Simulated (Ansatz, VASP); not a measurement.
**One calculation of ZnS, 3 ways**

The starting cell:

```
CELL_PARAMETERS angstrom
0.00000 2.70200 2.70200
2.70200 0.00000 2.70200
2.70200 2.70200 0.00000
ATOMIC_POSITIONS crystal
Zn 0.75000 0.75000 0.75000
S 0.00000 0.00000 0.00000
```

Alike in all runs: task relaxation of cell and atoms; functional PBE; dispersion D3(BJ); k mesh 9 × 9 × 9; occupations fermi-dirac, width 0.05 eV; no spin polarisation; no spin-orbit coupling.

```json
{"program and potentials": "Ansatz, Ansatz PAW", "plane-wave cutoff (eV)": "420", "notes": "-", "equilibrium volume (Å³/atom)": "19.41"}
{"program and potentials": "VASP, PBE PAW files S, Zn, 600 eV", "plane-wave cutoff (eV)": "600", "notes": "-", "equilibrium volume (Å³/atom)": "19.47"}
{"program and potentials": "Ansatz, all-electron LAPW, scalar-relativistic", "plane-wave cutoff (eV)": "-", "notes": "-", "equilibrium volume (Å³/atom)": "19.42"}
```

The equilibrium volume spans 19.41 (Ansatz, Ansatz PAW) to 19.47 Å³/atom (VASP, PBE PAW files S, Zn, 600 eV), with all-electron results at 19.42. Relaxations stop with a little pressure left, so the last digit of a volume isn't settled.

The functional is the same throughout but for its coding, so the spread measures potentials, basis and numerics; runs on potential files found faulty are left out.
